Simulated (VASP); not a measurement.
Write the native input for VASP 6.6.1 that does the following.

* Task: relaxation of cell and atoms
* Functional: BLYP
* Dispersion: D4
* Potentials or basis: VASP PAW PBE potentials, release 64 (C)
* Cutoff: 600 eV
* k mesh: 12 × 12 × 4
* Occupations: fermi-dirac, width 0.05 eV
* Spin: no spin polarisation
* Further INCAR settings: ALGO = Normal; EDIFF = 1e-06; IBRION = 2; EDIFFG = -0.01; NSW = 40; ISIF = 3

The structure of C lies in POSCAR:

```
C
1.0
    2.5221000000      0.0000000000      0.0000000000
   -1.2610500000      2.1842026709      0.0000000000
    0.0000000000      0.0000000000      8.2371000000
C
8
Direct
    0.6666666667      0.3333333333      0.8437500000
    0.3333333333      0.6666666667      0.3437500000
    0.6666666667      0.3333333333      0.6562500000
    0.3333333333      0.6666666667      0.1562500000
    0.0000000000      0.0000000000      0.9062500000
    0.0000000000      0.0000000000      0.4062500000
    0.0000000000      0.0000000000      0.5937500000
    0.0000000000      0.0000000000      0.0937500000
```

This is a hexagonal form of diamond, not graphite.

One way to write it, as run:

INCAR

```
SYSTEM = C
PREC = Accurate ; ENCUT = 600
EDIFF = 1E-6 ; ISMEAR = -1
SIGMA = 0.05 ; LREAL = .False.
LASPH = .True. ; NELM = 60
ALGO = Normal ; ISIF = 3
LWAVE = .False. ; LCHARG = .False.
GGA = B5 ; ALDAX = 1.0
AGGAX = 1.0 ; AGGAC = 1.0
ALDAC = 0.0 ; IVDW = 13
VDW_S6 = 1.0 ; VDW_S8 = 2.34076671
VDW_A1 = 0.44488865 ; VDW_A2 = 4.0933009
IBRION = 2 ; NSW = 40
EDIFFG = -0.01
```

KPOINTS

```
Automatic mesh
0
Gamma
  12 12 4
  0 0 0
```

Potentials or basis: VASP PAW PBE potentials, release 64 (C).

Command:

```console
$ cat potpaw_PBE.64/C/POTCAR > POTCAR
$ mpirun -np 1 vasp_std > vasp.out
```

Results of the run:

```
Relaxed volume                         : 5.68 Å³/atom
Relaxed cell                           : a = 2.516 Å, b = 2.516 Å, c = 8.296 Å, α = 90.00°, β = 90.00°, γ = 120.00°
Space group after relaxing (to 0.05 Å) : P6_3/mmc (No. 194)
Energy gained by relaxing              : 2.4 meV/atom
Ionic steps                            : 7
Pressure after relaxing                : 0.0 GPa
Largest force after relaxing           : 0.009 eV/Å
Band gap on the k mesh                 : 4.88 eV, indirect (least direct gap 5.47 eV)
Dispersion energy per atom             : -0.414 eV
```

Caveat: the PAW data sets were made with another functional, which shifts forces and pressure a little.

Run time: 4 min on 1 thread of Intel(R) Xeon(R) Platinum 8559C (Emerald Rapids) (shared host), peak memory 0.19 GiB.
